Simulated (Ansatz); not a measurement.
CuI (h-MgO type) (it has left that coordination), relaxed with r2SCAN in the plane-wave code Ansatz: it is hexagonal, P6_3/mmc (No. 194); a = 4.376 Å, c = 7.254 Å in the conventional setting, 30.07 Å³ an atom. Cu is surrounded by 3 I at 2.53 Å; I is surrounded by 3 Cu at 2.53 Å. The primitive cell holds 4 atoms in 120.27 Å³. Values at 0 K without nuclear motion; spin polarisation is off, and the phase may be a hypothetical one.

Computed values: PBE gives a gap of 1.21 eV and PBE0 (25 % exact exchange) 3.36 eV; one over PBE's mean ε∞ is 0.166. HSE06 (6×6×4) gives a least gap of 2.69 eV, direct.

Q: What is the density?

A: The cell holds 2 Cu, 2 I: M = 2×63.546 + 2×126.904 = 380.90 u in V = 120.27 Å³. ρ = 1.66054 × M/V = 1.66054 × 380.90/120.27 = 5.259 g/cm³, for the static r2SCAN lattice.

Q: Taking the gap as linear in the share of unscreened exchange, estimate the gap of the hybrid whose share is 1/ε∞.

A: The slope is (3.36 − 1.21)/0.25 = 8.60 eV per unit share, so E_g ≈ 1.21 + 8.60 × 0.166 = 2.64 eV. The run with that share gives 2.63 eV (6×6×4 mesh), -0.01 eV from the straight line.

Q: At what wavelength does absorption set in by HSE06, excitons left aside?

A: λ = 1239.84 eV nm/E: 461 nm for the least gap. The direct edge lies in the visible range.

No spin-orbit coupling is included; it can move band edges with weight on the heavy atoms by tenths of an eV.

The meshes of the hybrids are coarse, so their gaps aren't converged to the digits shown.
